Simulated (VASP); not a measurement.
A run of VASP 6.6.1 is set up as follows.

The input INCAR:

```
PREC = Accurate
ENCUT = 600
EDIFF = 1E-6
ISMEAR = -1
SIGMA = 0.05
LREAL = False
LASPH = True
NELM = 100
ALGO = Fast
ISIF = 3
LWAVE = False
LCHARG = False
GGA = PE
IBRION = 2
NSW = 40
EDIFFG = -0.005
```

Contents of KPOINTS:

```
Automatic mesh
0
Gamma
  11 11 11
```

Contents of POSCAR:

```
Ag
1.0
   -1.6556540000      1.6556540000      1.6556540000
    1.6556540000     -1.6556540000      1.6556540000
    1.6556540000      1.6556540000     -1.6556540000
Ag
1
Direct
    0.0000000000      0.0000000000      0.0000000000
```

Potentials or basis: VASP PAW PBE potentials, release 54 (Ag).

Run with:

```bash
$ cat potpaw_PBE.54/Ag/POTCAR > POTCAR
$ mpirun -np 1 vasp_std > vasp.out
```

(1) Predict the relaxed cell.

(2) What does it give for the space group after relaxing (to 0.05 Å)?

(3) Predict the band gap on the k mesh.

(4) Estimate the relaxed volume.

Results:

(1) a = 2.857 Å, b = 2.857 Å, c = 2.857 Å, α = 109.47°, β = 109.47°, γ = 109.47°.

(2) Im-3m (No. 229).

(3) none (metal or under the smearing width).

(4) 17.96 Å³/atom.
